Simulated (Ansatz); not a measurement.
# TaN: the cost of one run

Program: Ansatz 0.2.0. Level of theory: DFT PBE, scalar-relativistic, plane waves, PAW. These are calculated values, not measurements.

1 further run of the same task is left out (it didn't finish).

**1. The structure to begin with**

The structure is cubic, space group Fm-3m (No. 225). The conventional cell has a = 4.416 Å, b = 4.416 Å, c = 4.416 Å, α = 90.00°, β = 90.00°, γ = 90.00°. Around Ta (site symmetry m-3m) lie 6 N at 2.21 Å. Around N (site symmetry m-3m) lie 6 Ta at 2.21 Å.

Structure file:

```
Ta N
1.0
     0.00000    2.20811    2.20811
     2.20811    0.00000    2.20811
     2.20811    2.20811    0.00000
Ta N
1 1
Direct
  0.50000 0.50000 0.50000
  0.00000 0.00000 0.00000
```

It is the result of an earlier relaxation at this level (volume 10.77 Å³/atom; gap on the mesh: none (metal)).

**2. The scan**

The energy is mapped over a normal mode and a strain (zone-centre modes of the cell shown) (x along [1 0 0], y along [0 1 0], z along [0 0 1] of the conventional cell).

First coordinate, amplitude of mode 4 (384 cm⁻¹), largest displacement in the unstrained cell: 7 values from −0.27 Å. Second coordinate, strain +e along z and -e/2 along x and y: 7 values from −7.00 %.

Nothing else is relaxed (the pattern is fixed in fractional coordinates). Energies count from the relaxed high-symmetry cell. Points are written as (first, second).

The modes come from a phonon run on the reference cell, made beforehand.

Displacement patterns for an amplitude of 1 (Å):

```tsv
atom	x1	y1	z1
Ta1	-0.077	0.000	0.000
N2	1.000	0.000	0.000
```

**3. Grid point (−0.09 Å, −7.00 %)**

File input.yaml:

```yaml
crystal:
  lattice:
    - [0.0, 2.2853961859, 2.0535443989]
    - [2.2853961859, 0.0, 2.0535443989]
    - [2.2853961859, 2.2853961859, 0.0]
  atoms:
    - { symbol: Ta, position: [0.498417192, 0.501582808, 0.501582808] }
    - { symbol: "N", position: [0.02044733, -0.02044733, -0.02044733] }
basis:
  ecutwfc: 520.0
kpoints:
  mp_grid: { grid: [18, 18, 18] }
hamiltonian:
  xc: pbe
  pseudopotentials: { kind: paw, azcp: { folder: soft_1 } }
scf:
  occupations: { method: gaussian, width: 0.15 }
output:
  forces: true
  stress: true
  eigenvalues: true
```

Run with:

```bash
> ansatz run input.yaml --threads 1 --pin off --max-ram 2048MiB --backend cpu --events-out ev --progress --plain --runs-dir out
```

Q: Estimate wall time and peak memory on 1 thread of Intel Xeon Platinum 8259CL at 2.50GHz (Skylake/Cascade Lake), shared host.

About 39 s, with a peak of 0.78 GiB.
